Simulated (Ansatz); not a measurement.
Given:

```
CELL_PARAMETERS angstrom
      4.50995     0.00000     0.00000
      0.00000     4.50995     0.00000
      0.00000     0.00000     3.12772
ATOMIC_POSITIONS crystal
  Ru 0.50000 0.50000 0.50000
  Ru 0.00000 0.00000 0.00000
  O  0.80547 0.80547 0.50000
  O  0.30547 0.69453 0.00000
  O  0.69453 0.30547 0.00000
  O  0.19453 0.19453 0.50000
```

No spin polarisation.

Level of theory: DFT with r2SCAN, PAW potentials and a 500 eV plane-wave cutoff in Ansatz (a program for electronic structure), scalar-relativistic without spin-orbit coupling. Γ-centred 11×11×15 mesh, Fermi–Dirac width 0.05 eV.

### Question
Predict the pressure, band gap and space group.

### Answer
* **Pressure (mean of the normal stresses, compression positive)**: -5.5 GPa
* **Band gap**: zero
* **Space group**: P4_2/mnm (No. 136)

The cells carry an imposed strain or load. Whether these cells are dynamically stable was not tested. No Hubbard U is applied, and correlation can decide whether such a compound is a metal. The final runs are not spin-polarised. The cell was made from RuO2 in the rutile structure (space group P4_2/mnm, No. 136) by this change: isotropic strain +0.67 %.
